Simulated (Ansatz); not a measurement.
**How fast does Zn move in ZnS?**

Method: DFT PBE, scalar-relativistic, plane waves, PAW (Ansatz 0.2.0). (420 eV cutoff, 2×2×2 k-mesh, shifted by half a step, Gaussian smearing of 0.02 eV, no spin polarisation)

Host crystal, relaxed:

```xyz
2
Lattice="0.0000 2.7212 2.7212 2.7212 0.0000 2.7212 2.7212 2.7212 0.0000" Properties=species:S:1:pos:R:3 pbc="T T T"
Zn    0.0000    0.0000    0.0000
S     4.0817    4.0817    4.0817
```

In a supercell of 32 host sites with charge -2, Zn trades places with a neighbouring Zn vacancy, moving 3.73 Å. Climbing-image nudged elastic band at fixed cell; the order of the saddle wasn't checked, and the small cell leaves errors of about a tenth of an eV.

| image | path (Å) | E − E(0) (eV) |
| --- | --- | --- |
| 0 | 0.00 | 0.000 |
| 1 | 0.72 | 0.344 |
| 2 | 1.44 | 0.958 |
| 3 | 2.16 | 1.298 |
| 4 | 2.88 | 0.958 |
| 5 | 3.60 | 0.344 |
| 6 | 4.32 | 0.000 |

What are the barriers forward and back, and what attempt frequency does the shape suggest?

Forward 1.30 eV, back 1.30 eV, the ends being level. For a sinusoidal profile E_b sin²(πx/l), with the Zn atom alone moving, ν = (1/l)√(E_b/2m) = 2.6×10¹² s⁻¹, within an order of magnitude of the customary 10¹³ s⁻¹; a true prefactor needs the vibrations at the minimum and at the saddle.

With ν = 10¹³ s⁻¹, how often does the exchange happen at 300, 600 and 1000 K once atom and vacancy are neighbours, taking the host as solid throughout? Does that give the diffusivity?

k = ν exp(−E_b/k_BT):
| T (K) | k (1/s) | wait (s) |
| --- | --- | --- |
| 300 | 1.6×10⁻⁹ | 6.4×10⁸ |
| 600 | 125 | 8.0×10⁻³ |
| 1000 | 2.9×10⁶ | 3.5×10⁻⁷ |

No. The atom can jump only when a vacancy is beside it, so where vacancies are thermal the activation energy of diffusion adds the vacancy's formation energy; where doping, quenching or off-stoichiometry fixes their number, it doesn't. And repeated exchanges only swap the two back and forth: Zn gets on when the vacancy moves round it by other jumps, which the correlation factor counts. An error of 0.1 eV in the barrier changes k by a factor of 48 at 300 K and 3.2 at 1000 K.

Cost: 1 run of about 23 core-minutes, on Intel Xeon 6975P-C (Granite Rapids) (shared hosts).